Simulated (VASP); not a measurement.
Here is a VASP 6.6.1 calculation.

Contents of INCAR:

```
SYSTEM = W
  ALGO = Normal
  EDIFF = 1E-7
  ENCUT = 520
  GGA = PE
  ISIF = 2
  ISMEAR = 0
  LASPH = .True.
  LCHARG = .False.
  LREAL = .False.
  LWAVE = .False.
  NELM = 60
  PREC = Accurate
  SIGMA = 0.1
```

Contents of KPOINTS:

```
k-points
0
Gamma
  26 26 26
  0 0 0
```

The input POSCAR:

```
W                                       
1.0
   -1.5765843248      1.5765843248      1.5765843248
    1.5765843248     -1.5765843248      1.5765843248
    1.5765843248      1.5765843248     -1.5765843248
  W             
     1
Direct
     0.0000000000000000    0.0000000000000000    0.0000000000000000
```

Potentials or basis: VASP PAW PBE potentials, release 64 (W_sv).

Run with:

```console
$ cat potpaw_PBE.64/W_sv/POTCAR > POTCAR
$ mpirun -np 1 vasp_std > vasp.out
```

(1) Estimate the band gap on the k mesh.

(2) Predict the pressure.

Results:

(1) none (metal or under the smearing width).

(2) 9.9 GPa.
